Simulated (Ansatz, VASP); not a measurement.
## HfN: VASP beside Ansatz

```
Hf N
1.0
     0.00000    2.25600    2.25600
     2.25600    0.00000    2.25600
     2.25600    2.25600    0.00000
Hf N
1 1
Direct
  0.00000 0.00000 0.00000
  0.50000 0.50000 0.50000
```

Alike in both runs: task single point; functional PBE; k mesh 10 × 10 × 10; occupations fermi-dirac, width 0.05 eV; no spin polarisation.

|  | VASP | Ansatz |
| --- | --- | --- |
| version | VASP 6.6.1 | Ansatz 0.2.0 |
| potentials or method | VASP PAW PBE potentials, release 64 (Hf_pv, N) | Ansatz PAW |
| plane-wave cutoff (eV) | 520 | 420 |
| valence electrons in the cell | 15 | 31 |

```csv
,VASP,Ansatz,Ansatz less VASP
gap on the k mesh at the Fermi level (eV),none,none,-
pressure (GPa),4.2,6.6,+2.39
```

A gap of «none» marks a metal or a gap that the smearing closes. With one functional, cell and mesh, what is left measures potentials, basis and numerics. The two sets of potentials don't hold the same shells in valence.

Caveats: the pressure holds a Pulay correction of +0.5 GPa for the finite cutoff (Ansatz). The runs have no spin-orbit coupling, so splittings on Hf are missing.
